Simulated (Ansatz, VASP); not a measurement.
# TaAgS3: VASP beside Ansatz

Wanted: the spread between two codes on one cell, functional and k mesh. The cell is generated by rule, not measured, and may not be a known phase. The cell is taken from a series of runs on this material, whose earlier steps may have relaxed, scaled, displaced or heated it; both programs get it as it stands.

Program: Ansatz 0.2.0. Level of theory: plane waves, with VASP 6.6.1 beside it; relaxation of cell and atoms at PBE. Results are calculated unless marked as measured.

The structure was built from a prototype and need not be the compound's stable phase.

### 1. Set-up

It takes space group Imma (No. 74, orthorhombic). The conventional cell has a = 7.090 Å, b = 9.140 Å, c = 6.162 Å, α = 90.00°, β = 90.00°, γ = 90.00°. Nearest to Ag lie 5 S at 2.52 to 2.67 Å. Nearest to Ta lie 6 S at 2.44 to 2.48 Å. S has 2 Ta at 2.48 Å and 1 Ag at 2.52 Å nearest. Nearest to S lie 2 Ta at 2.44 Å and 2 Ag at 2.67 Å. Farther neighbours and most contacts between anions are not listed.

As a file:

```xyz
10
Lattice="-3.5451 4.5698 3.0810 3.5451 -4.5698 3.0810 3.5451 4.5698 -3.0810" Properties=species:S:1:pos:R:3 pbc="T T T"
Ag    3.5451   -2.2849    2.6876
Ag    0.0000    6.8547    0.3935
Ta    0.0000    0.0000    3.0810
Ta    3.5451    0.0000    0.0000
S     0.0000    2.2849    2.1267
S     3.5451    2.2849    0.9543
S     5.3176   -0.6559    1.5405
S    -1.7725    5.2258    1.5405
S     1.7725    5.2258    1.5405
S     1.7725   -0.6559    1.5405
```

### 2. VASP: relaxation of cell and atoms, PBE

The relaxed volume is the usual yardstick between codes: in a stiff, nearly cubic crystal its relative difference is about their pressure difference at one cell divided by the bulk modulus.

Lines of VASP's logs that name or quote its potential files are left out, and so is its time.

INCAR

```
SYSTEM = TaAgS3
PREC = Accurate
ENCUT = 500
EDIFF = 1E-07
NELM = 120
ISMEAR = 1
SIGMA = 0.2
LREAL = .FALSE.
ALGO = Normal
GGA = PE
NBANDS = 50
LASPH = .TRUE.
LORBIT = 11
LWAVE = .FALSE.
LCHARG = .FALSE.
ISIF = 3
IBRION = 2
NSW = 80
EDIFFG = -0.005
GGA_COMPAT = .FALSE.
NELMIN = 4
KPAR = 2
```

POSCAR

```
TaAgS3
1.0
   -3.5450950000      4.5698310000      3.0810130000
    3.5450950000     -4.5698310000      3.0810130000
    3.5450950000      4.5698310000     -3.0810130000
Ag Ta S
2 2 6
Direct
    0.1861480034      0.9361479487      0.2500000547
    0.8138521588      0.0638522135      0.7499999453
    0.5000000000      0.5000000000      0.0000000000
    0.0000000000      0.5000000000      0.5000000000
    0.5951276679      0.3451277226      0.2499999453
    0.4048722227      0.6548722774      0.7499999453
    0.1782317287      0.9999998483      0.6782317394
    0.8217681618      0.0000001517      0.3217681512
    0.8217681618      0.5000000106      0.8217680102
    0.1782318910      0.5000000106      0.1782317394
```

KPOINTS

```
Automatic mesh
0
Gamma
8 8 8
0 0 0
```

Potentials, in the order of the species: Ag, Ta_pv and S (PBE family, release 64).

The run is started by

```sh
> mpirun -np 2 vasp_std
```

Numbers of over 12 decimals in the logs are rounded to 6 here.

The log of the run:

```text
[banner, memory and clock lines left out]
running    2 mpi-ranks, on    1 nodes
 distrk:  each k-point on    1 cores,    2 groups
 distr:  one band on    1 cores,    1 groups

 POSCAR found type information on POSCAR AgTaS
 POSCAR found :  3 types and      10 ions
 LDA part: xc-table for (Slater+PW92), standard interpolation
 POSCAR, INCAR and KPOINTS ok, starting setup
 FFT: planning ... GRIDC
 FFT: planning ... GRID_SOFT
 FFT: planning ... GRID
 WAVECAR not read
 entering main loop
       N       E                     dE             d eps       ncg     rms          rms(c)
DAV:   1     0.583295680724E+03    0.58330E+03   -0.38471E+04  9740   0.145E+03
DAV:   2    -0.236980320623E+02   -0.60699E+03   -0.58307E+03 10922   0.344E+02
DAV:   3    -0.640860040864E+02   -0.40388E+02   -0.39382E+02 11630   0.827E+01
DAV:   4    -0.651235705998E+02   -0.10376E+01   -0.10316E+01 11160   0.143E+01
DAV:   5    -0.651537066997E+02   -0.30136E-01   -0.30095E-01 11762   0.231E+00    0.268E+01
DAV:   6    -0.593505135148E+02    0.58032E+01   -0.20116E+01 11840   0.252E+01    0.143E+01
DAV:   7    -0.591831349260E+02    0.16738E+00   -0.27902E+00 10846   0.906E+00    0.103E+01
DAV:   8    -0.590393877251E+02    0.14375E+00   -0.69148E-01 11024   0.649E+00    0.256E+00
DAV:   9    -0.590065352126E+02    0.32853E-01   -0.96167E-02 10860   0.224E+00    0.424E-01
DAV:  10    -0.590063981010E+02    0.13711E-03   -0.11853E-02 11406   0.534E-01    0.310E-01
DAV:  11    -0.590064383925E+02   -0.40292E-04   -0.89877E-04 11390   0.181E-01    0.227E-01
DAV:  12    -0.590065840288E+02   -0.14564E-03   -0.36980E-04 11754   0.867E-02    0.101E-01
DAV:  13    -0.590066203728E+02   -0.36344E-04   -0.12296E-04 11188   0.804E-02    0.288E-02
DAV:  14    -0.590066233076E+02   -0.29347E-05   -0.89309E-06 10774   0.186E-02    0.102E-02
DAV:  15    -0.590066236237E+02   -0.31614E-06   -0.19187E-06 11022   0.873E-03    0.477E-03
DAV:  16    -0.590066234602E+02    0.16350E-06   -0.41195E-07  9970   0.276E-03    0.300E-03
DAV:  17    -0.590066233829E+02    0.77336E-07   -0.58544E-08  5724   0.108E-03
   1 F= -.59006623E+02 E0= -.59008280E+02  d E =-.590066E+02
[...]
2 F= -.59006640E+02 E0= -.59008296E+02  d E =-.166615E-04
[...]
3 F= -.59006646E+02 E0= -.59008302E+02  d E =-.224794E-04
 curvature:  -0.32 expect dE=-0.458E-05 dE for cont linesearch -0.185E-07
 trial: gam= 0.24439 g(F)=  0.110E-04 g(S)=  0.326E-05 ort =-0.196E-05 (trialstep = 0.933E+00)
 search vector abs. value=  0.173E-04
 bond charge predicted
       N       E                     dE             d eps       ncg     rms          rms(c)
DAV:   1    -0.590066534668E+02   -0.76488E-05   -0.80071E-04  9580   0.962E-02    0.165E-02
DAV:   2    -0.590066565868E+02   -0.31200E-05   -0.42851E-05 11006   0.253E-02    0.832E-03
DAV:   3    -0.590066563435E+02    0.24331E-06   -0.91830E-07 11052   0.443E-03    0.537E-03
DAV:   4    -0.590066560944E+02    0.24907E-06   -0.48986E-07  9704   0.286E-03    0.225E-03
DAV:   5    -0.590066561214E+02   -0.27024E-07   -0.99980E-08  6076   0.123E-03
   4 F= -.59006656E+02 E0= -.59008313E+02  d E =-.102591E-04
 trial-energy change:   -0.000010  1 .order   -0.000010   -0.000013   -0.000008
 step:   2.4737(harm=  2.4737)  dis= 0.00101  next Energy=   -59.006663 (dE=-0.171E-04)
 reached required accuracy - stopping structural energy minimisation
```

OUTCAR, selected parts (step 2):

```text
ion  position               nearest neighbor table
   1  0.186  0.936  0.250-   5 2.52   7 2.67  10 2.67   9 2.67   8 2.67   4 3.53   3 3.53
   2  0.814  0.064  0.750-   6 2.52   9 2.67  10 2.67   8 2.67   7 2.67   4 3.53   3 3.53
   3  0.500  0.500  0.000-  10 2.44   9 2.44   8 2.44   7 2.44   5 2.48   6 2.48   2 3.53   1 3.53

  LATTYP: Found a body centered orthorhombic cell.
 ALAT       =     6.1620260000
 B/A-ratio  =     1.1506264336
 C/A-ratio  =     1.4832235372

 Subroutine GETGRP returns: Found  8 space group operations
 (whereof  4 operations were pure point group operations)

The static configuration has the point symmetry C_2h.
 The point group associated with its full space group is D_2h.

 Found     95 irreducible k-points:

   k-points           NKPTS =     95   k-points in BZ     NKDIM =     95   number of bands    NBANDS=     50

   dimension x,y,z NGX =    48 NGY =   48 NGZ =   48
   dimension x,y,z NGXF=    96 NGYF=   96 NGZF=   96

   ENCUT  =  500.0 eV  36.75 Ry    6.06 a.u.  11.95 11.95 11.95*2*pi/ulx,y,z

   NELECT =      80.0000    total number of electrons

 k-points in reciprocal lattice and weights: Automatic mesh
   0.00000000  0.00000000  0.00000000       0.002
   0.12500000 -0.00000000  0.00000000       0.008
   0.25000000 -0.00000000  0.00000000       0.008
   0.37500000  0.00000000  0.00000000       0.008
   0.50000000 -0.00000000  0.00000000       0.004
   0.00000000  0.12500000  0.00000000       0.008
   0.12500000  0.12500000  0.00000000       0.016
   0.25000000  0.12500000  0.00000000       0.016
   0.37500000  0.12500000  0.00000000       0.016
[...]
-0.37500000 -0.37500000  0.37500000       0.004
   0.50000000  0.50000000  0.50000000       0.002

 average (electrostatic) potential at core
       1 -73.2868       2 -73.2868       3 -38.9877       4 -38.9877       5 -86.2012
       6 -86.2012       7 -86.5297       8 -86.5297       9 -86.5297      10 -86.5297

 E-fermi :   5.0580

 k-point     1 :       0.0000    0.0000    0.0000
  band No.  band energies     occupation
    ...
     38       4.6893      2.02562
     39       4.7064      2.03221
     40       4.7694      2.06020
     41       4.7924      2.06807
     42       5.0588      0.99338
     43       6.0347     -0.00000
     44       6.0985     -0.00000
     45       6.6267     -0.00000
     46       7.5762     -0.00000
     47       7.9688     -0.00000
    ...

 k-point     2 :       0.1250   -0.0000    0.0000
  band No.  band energies     occupation
    ...
     37       4.2009      2.00000
     38       4.4139      2.00005
     39       4.5504      2.00195
     40       4.9866      1.56342
     41       5.0403      1.14863
     42       5.3336     -0.06509
     43       5.9857     -0.00000
     44       6.2894     -0.00000
     45       6.7296     -0.00000
     46       7.4099     -0.00000
    ...

 k-point     3 :       0.2500   -0.0000    0.0000
  band No.  band energies     occupation
    ...
     35       3.3736      2.00000
     36       3.5487      2.00000
     37       3.9876      2.00000
     38       4.0404      2.00000
     39       4.5839      2.00405
     40       5.1817      0.14367
     41       5.2716     -0.06165
     42       5.5781     -0.00146
     43       6.0059     -0.00000
     44       6.6097     -0.00000
    ...

  Total        0.0139430      0.0142410      0.0077464      0.0000000     -0.0000000      0.0000000
  in kB        0.1119564      0.1143492      0.0622005      0.0000000     -0.0000000      0.0000000
  external PRESSURE =       0.0961687 kB  Pullay stress =       0.0000000 kB

  energy-cutoff  :      500.00
  volume of cell :      199.54
      direct lattice vectors                 reciprocal lattice vectors
    -3.544486751  4.568628903  3.080490732     0.000000000  0.109442025  0.162311801
     3.544486751 -4.568628903  3.080490732     0.141064147  0.000000000  0.162311801
     3.544486751  4.568628903 -3.080490732     0.141064147  0.109442025  0.000000000

 POSITION                                       TOTAL-FORCE (eV/Angst)
 -----------------------------------------------------------------------------------
      3.54449     -2.28431      2.68706        -0.000000      0.000000     -0.000101
     -0.00000      6.85294      0.39343        -0.000000      0.000000      0.000101
      0.00000      0.00000      3.08049        -0.000000      0.000000      0.000000
      3.54449      0.00000      0.00000        -0.000000      0.000000      0.000000
     -0.00000      2.28431      2.12598         0.000000      0.000000     -0.003682
      3.54449      2.28431      0.95451         0.000000     -0.000000      0.003682
      5.31673     -0.65638      1.54024        -0.000000     -0.004144      0.000000
     -1.77224      5.22500      1.54025         0.000000      0.004144     -0.000000
      1.77224      5.22500      1.54025         0.000000      0.004144     -0.000000
      1.77224     -0.65638      1.54025        -0.000000     -0.004144      0.000000
 -----------------------------------------------------------------------------------
    total drift:                                0.000314      0.002777     -0.000432

  FREE ENERGIE OF THE ION-ELECTRON SYSTEM (eV)
  ---------------------------------------------------
  free  energy   TOTEN  =       -59.0066561214 eV

  energy  without entropy=      -59.0116266067  energy(sigma->0) =      -59.00831295

 reached required accuracy - stopping structural energy minimisation

 total charge
# of ion       s       p       d       tot
------------------------------------------
    1        0.302   0.245   9.233   9.780
    2        0.302   0.245   9.233   9.780
    3        0.311   6.205   2.163   8.679
    4        0.311   6.205   2.163   8.679
    5        1.330   2.390   0.000   3.720
    6        1.330   2.390   0.000   3.720
    7        1.336   2.398   0.000   3.734
    8        1.336   2.398   0.000   3.734
    9        1.336   2.398   0.000   3.734
   10        1.336   2.398   0.000   3.734
--------------------------------------------------
tot          9.229  27.270  22.791  59.290

[... 3 further parts left out ...]
```

(Continued in part 2 of 2.)

[Lines on the potential files, build, host, timing and source positions are cut from VASP's logs without a mark.]

[Logs are printed without paths, hosts, clocks, repeated set-up lines and the standing remarks that a program may print on its own settings, such as how far it seeks lower states.]

[Hosts, paths, dates, database ids (printed as entryN), source tags and the programs' standing remarks are cut or masked in the printed files.]
